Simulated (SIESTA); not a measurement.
An input for SIESTA 5.4.2 (AlCo):

File AlCo.fdf:

```
SystemName                      AlCo
SystemLabel                     AlCo
NumberOfSpecies                 2
NumberOfAtoms                   2
%block ChemicalSpeciesLabel
  1  27 Co
  2  13 Al
%endblock ChemicalSpeciesLabel

LatticeConstant                 1.0 Ang
%block LatticeVectors
     2.8194032100     0.0000000000     0.0000000000
     0.0000000000     2.8194032100     0.0000000000
     0.0000000000     0.0000000000     2.8194032100
%endblock LatticeVectors
AtomicCoordinatesFormat         Fractional
%block AtomicCoordinatesAndAtomicSpecies
     0.5000000000     0.5000000000     0.5000000000  1  Co
     0.0000000000     0.0000000000     0.0000000000  2  Al
%endblock AtomicCoordinatesAndAtomicSpecies

%block kgrid.MonkhorstPack
    9   0   0  0.0
    0   9   0  0.0
    0   0   9  0.0
%endblock kgrid.MonkhorstPack
XC.Functional                   GGA
XC.Authors                      PBE
PAO.BasisSize                   DZP
PAO.EnergyShift                 0.003 Ry
Mesh.Cutoff                     800 Ry
Spin                            polarized
%block DM.InitSpin
    1   2.000
    2   0.000
%endblock DM.InitSpin
OccupationFunction              FD
ElectronicTemperature           0.05 eV
MaxSCFIterations                75
SCF.MustConverge                false
SCF.Mixer.Method                Pulay
SCF.Mixer.Weight                0.1
SCF.Mixer.History               10
SCF.DM.Tolerance                5.0e-05
SCF.H.Tolerance                 1.0e-03 eV
WriteForces                     true
Charge.Mulliken                 end
Charge.Hirshfeld                end
Charge.Voronoi                  end
SaveRho                         true
SaveElectrostaticPotential      true
%block PAO.Basis
  Co 5
  n=3 0 2
    2.527 0.000
  n=4 0 2
    7.356 0.000
  n=3 1 2
    2.822 0.000
  n=4 1 1
    7.356
  n=3 2 2
    4.649 0.000
%endblock PAO.Basis
SolutionMethod                  OrderN
```

Potentials or basis: PseudoDojo 0.4 standard (PBE files), DZP (energy shift 0.003 Ry; two zetas on semicore shells).

Run with:

```sh
$ siesta AlCo.fdf > AlCo.out 2>&1
```

Does this run start?

The run stopped without a result. It printed:

AlCo.out:

```text
Version         : 5.4.2

                           ***********************
                           *  WELCOME TO SIESTA  *
                           ***********************

 NOTE: Siesta V5 introduces some new defaults for basis-set generation
 NOTE: which might lead to slightly different numerical results.
 NOTE: Please see the manual for full details and compatibility measures.

[... 561 lines left out ...]
outcell: Cell volume (Ang**3)        :     22.4115
new_DM -- step:     1
Initializing Density Matrix...

Attempting to read DM from file... Failed...
DM filled with atomic data (user-defined):

InitMesh: MESH = 48 x 48 x 48 = 110592
InitMesh: Mesh cutoff (required, used) =   800.000   801.069 Ry
Cannot do O(N) with k-points.
Stopping Program from Node:    0
Cannot do O(N) with k-points.
Stopping Program from Node:    0
```
